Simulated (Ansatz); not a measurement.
**Cost and result for the equilibrium volume of Cd**

Symmetry: Im-3m, No. 229, cubic system. The conventional cell has a = 3.569 Å, b = 3.569 Å, c = 3.569 Å, α = 90.00°, β = 90.00°, γ = 90.00°. Cd (site symmetry m-3m) has 8 Cd at 3.09 Å as nearest neighbours.

This isn't the form of Cd at room conditions, which is hcp.

```tsv
rung	level	program and potentials	cutoff (eV)	k mesh	smearing	spin	core time	chip	equilibrium volume (Å³/atom)	notes
GGA + dispersion	PBEsol+D4	Ansatz, Ansatz PAW	420	10 × 10 × 10	methfessel-paxton 0.1	off	4.8 s	Intel Xeon	20.60	potentials made for PBE, which Ansatz adapts in part
LDA	LDA	Ansatz, Ansatz PAW	420	10 × 10 × 10	fermi-dirac 0.05	off	7.2 s	Intel Xeon Platinum 8259CL Skylake/Cascade Lake	20.22	potentials made for PBE, which Ansatz adapts in part
GGA	PBEsol	Ansatz, Ansatz PAW	420	10 × 10 × 10	fermi-dirac 0.05	off	7.8 s	Intel Xeon Platinum 8259CL Skylake/Cascade Lake	21.25	potentials made for PBE, which Ansatz adapts in part
meta-GGA	r2SCAN	Ansatz, Ansatz PAW	500	10 × 10 × 10	fermi-dirac 0.05	off	9.2 s	Arm Neoverse V1	21.98	potentials made for PBE, which Ansatz adapts in part
GGA + dispersion	PBEsol+D4	Ansatz, all-electron LAPW, scalar-relativistic	-	10 × 10 × 10	methfessel-paxton 0.1	off	12 s	Arm Neoverse V1	20.60	-
GGA	PBEsol	Ansatz, SPMS NC	653	10 × 10 × 10	fermi-dirac 0.1	collinear, ferromagnetic start	15 s	Arm Neoverse V1	(a)	potentials made for PBE
meta-GGA	r2SCAN	Ansatz, Ansatz PAW	500	10 × 10 × 10	gaussian 0.05	SOC, no magnetisation	31 s	Arm Neoverse V1	(b)	potentials made for PBE, which Ansatz adapts in part
```

Times are single runs on shared hosts and different chips, so they are rough; meshes, cutoffs and the tasks' sizes weigh on the time. Task: relaxation of cell and atoms. Smearing widths are in eV. For a metal such meshes aren't converged. Meshes are those of the run's cell of 1 atom unless a note names another. Relaxations start from the cell shown or near it and stop with a little pressure left. Runs on faulty files, with rough fits or with known faults for this quantity aren't shown. PBE isn't shown for this crystal.

Question: Estimate the values left out from the other rows.

Answer: (a) 21.27 Å³/atom; (b) 21.91 Å³/atom.
